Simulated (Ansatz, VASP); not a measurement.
Given: the input of a run of VASP 6.6.1 on BeS.

The input INCAR:

```
SYSTEM = BeS
ALGO = Normal ; EDIFF = 1E-6
ENCUT = 520 ; GGA = PE
ISIF = 2 ; ISMEAR = -1
LASPH = .TRUE. ; LCHARG = .FALSE.
LREAL = .FALSE. ; LWAVE = .FALSE.
NBANDS = 11 ; NELM = 100
PREC = Accurate ; SIGMA = 0.05
```

Contents of KPOINTS:

```
k-points
0
G
  9 9 9
  0 0 0
```

POSCAR

```
BeS
1.0
    0.0000000000      2.3754963136      2.3754963136
    2.3754963136      0.0000000000      2.3754963136
    2.3754963136      2.3754963136      0.0000000000
S Be
1 1
Direct
    0.7500000000      0.7500000000      0.7500000000
    0.0000000000      0.0000000000      0.0000000000
```

Potentials or basis: VASP PAW PBE potentials, release 64 (S, Be).

Run with:

```console
$ cat potpaw_PBE.64/S/POTCAR potpaw_PBE.64/Be/POTCAR > POTCAR
$ mpirun -np 1 vasp_std > vasp.out
```

Q: Translate it to Ansatz 0.2.0. Potentials there: Ansatz PAW.

A: As run (the cutoff follows the program's own potentials):

The input input.yaml:

```yaml
crystal:
  lattice:
    - [0.0, 2.3754963136, 2.3754963136]
    - [2.3754963136, 0.0, 2.3754963136]
    - [2.3754963136, 2.3754963136, 0.0]
  atoms:
    - { symbol: S, position: [0.75, 0.75, 0.75] }
    - { symbol: Be, position: [0.0, 0.0, 0.0] }
hamiltonian:
  xc: pbe
  pseudopotentials: { kind: paw }
kpoints:
  mp_grid: { grid: [9, 9, 9] }
scf:
  occupations: { method: fermi_dirac, width: 0.05 }
output:
  forces: true
  stress: true
  eigenvalues: true
```

Potentials or basis: Ansatz PAW.

Command:

```console
$ ansatz run input.yaml --threads 1 --pin off --max-ram 3584MiB --backend cpu --events-out ev --progress --plain --runs-dir out
```

Both were run:

|  | VASP | Ansatz | Ansatz less VASP |
| --- | --- | --- | --- |
| gap on the k mesh at the Fermi level (eV) | 3.06 | 3.06 | -0.001 |
| least direct gap on the mesh (eV) | 5.63 | 5.62 | -0.020 |
| pressure (GPa) | 8.4 | 8.4 | 0.00 |

With one functional, cell and mesh, what is left measures potentials, basis and numerics.

Caveats: an odd mesh through Γ misses points on the zone boundary, where band edges often lie (VASP); odd divisions of the mesh miss points on the zone boundary, where band edges often lie, so the gap on the mesh can be too wide (Ansatz). A hybrid or GW would open this gap; PBE tends to underestimate it.
